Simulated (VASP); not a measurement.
# A VASP 6.6.1 relaxation on HfO2

INCAR

```
LCHARG = .FALSE.
ISIF = 3
METAGGA = M06L
LWAVE = .FALSE.
IBRION = 2
EDIFF = 1E-7
NELM = 120
NBANDS = 18
LREAL = .FALSE.
ISMEAR = -1
SIGMA = 0.02
PREC = Accurate
EDIFFG = -5E-3
NSW = 40
LASPH = .TRUE.
ENCUT = 600
```

KPOINTS

```
KPOINTS created by Atomic Simulation Environment
0
Gamma
8 8 8
0 0 0
```

POSCAR

```
Hf O
 1.0000000000000000
    -0.0000000000000000    2.5488060283576925    2.5488060283576925
     2.5488060283576925    0.0000000000000000    2.5488060283576925
     2.5488060283576925    2.5488060283576925   -0.0000000000000000
 Hf  O
   1   2
Cartesian
  0.0000000000000000 -0.0000000000000000  0.0000000000000000
  1.2744030141788460  1.2744030141788460  1.2744030141788460
  3.8232090425365381  3.8232090425365381  3.8232090425365390
```

The recommended PBE PAW datasets give the neutral cell 22 valence electrons.

Command

```
mpirun -np 1 vasp_std
```

Q: Predict the outcome of this run.

A: VASP stopped with an error.

OSZICAR

```
N       E                     dE             d eps       ncg     rms          rms(c)
DAV:   1    -0.118789103451E+09   -0.11879E+09   -0.10531E+09  1606   0.735E+06
DAV:   2    -0.156627601112E+09   -0.37838E+08   -0.36130E+08  1056   0.330E+07
DAV:   3    -0.162399336534E+09   -0.57717E+07   -0.54516E+07  2088   0.855E+06
DAV:   4    -0.163002582274E+09   -0.60325E+06   -0.55985E+06  2016   0.328E+06
DAV:   5    -0.163073672516E+09   -0.71090E+05   -0.68636E+05  2008   0.105E+06    0.160E+02
DAV:   6     0.581192538273E+03    0.16307E+09   -0.86601E+04  2080   0.143E+03    0.780E+02
DAV:   7    -0.380805319986E+05   -0.38662E+05   -0.37822E+05  1806   0.148E+03    0.135E+02
DAV:   8    -0.155664325522E+03    0.37925E+05   -0.63207E+04  1998   0.169E+03    0.119E+03
DAV:   9    -0.226092549565E+06   -0.22594E+06   -0.22337E+06  1814   0.610E+03    0.126E+02
DAV:  10    -0.336290535572E+03    0.22576E+06   -0.60133E+04  2028   0.169E+03    0.127E+03
...
DAV: 112    -0.237926122024E+07   -0.23784E+07   -0.22930E+07  1574   0.378E+04    0.103E+02
DAV: 113    -0.924299518267E+03    0.23783E+07   -0.70947E+04  2078   0.164E+03    0.152E+03
DAV: 114    -0.154735615389E+07   -0.15464E+07   -0.14844E+07  1574   0.264E+04    0.106E+02
DAV: 115    -0.966957132406E+03    0.15464E+07   -0.72412E+04  2088   0.162E+03    0.140E+03
DAV: 116    -0.105835987427E+07   -0.10574E+07   -0.10174E+07  1566   0.190E+04    0.103E+02
DAV: 117     0.113642586981E+05    0.10697E+07   -0.16283E+05  1054   0.386E+05    0.105E+02
DAV: 118     0.236680525331E+07    0.23554E+07   -0.66357E+06  1072   0.188E+07    0.129E+02
DAV: 119    -0.257137367700E+04   -0.23694E+07   -0.65922E+04  2076   0.151E+03    0.260E+03
DAV: 120    -0.344947555989E+06   -0.34238E+06   -0.31840E+06  1810   0.236E+04
   1 F= -.34494756E+06 E0= -.34494755E+06  d E =-.344948E+06
```

Standard output (part)

```
...
 POSCAR, INCAR and KPOINTS ok, starting setup
 WAVECAR not read
 entering main loop
 the old and the new charge density differ
    0.188E+03
 the old and the new charge density differ
 old charge density:    21.99860 new   21.99998
    0.394E+03
|     The electronic self-consistency was not achieved in the given           |
|     number of steps (NELM). The forces and other quantities evaluated       |
|     might not be reliable so examine the results carefully. If you find     |
|     spurious results, we suggest increasing NELM, if you were close to      |
|     convergence or switching to a different ALGO or adjusting the           |
|     density mixing parameters otherwise.                                    |
 curvature:   0.00 expect dE= 0.000E+00 dE for cont linesearch  0.000E+00
 search vector abs. value=  0.136E+11
 bond charge predicted
|     EEEEEEE  RRRRRR   RRRRRR   OOOOOOO  RRRRRR      ###     ###     ###     |
|     E        R     R  R     R  O     O  R     R     ###     ###     ###     |
|     E        R     R  R     R  O     O  R     R     ###     ###     ###     |
|     EEEEE    RRRRRR   RRRRRR   O     O  RRRRRR       #       #       #      |
|     E        R    R   R    R   O     O  R    R      ###     ###     ###     |
|     EEEEEEE  R     R  R     R  OOOOOOO  R     R     ###     ###     ###     |
|     Orbital orthonormalization failed in the inversion of matrix            |
|     LAPACK: Routine ZPOTRF failed! kpoint: 1 spin: 1                        |
|     Possible solutions for this issue are:                                  |
|     - Please check whether the atoms are too close to each other.           |
|     - Decreasing POTIM might help during relaxations or MDs.                |
|     - Deleting CHGCAR or WAVECAR if incompatible with the structure.        |
|     - Try calculating without symmetrizing (ISYM = 0 or ISYM = -1).         |
|       ---->  I REFUSE TO CONTINUE WITH THIS SICK JOB ... BYE!!! <----       |
```
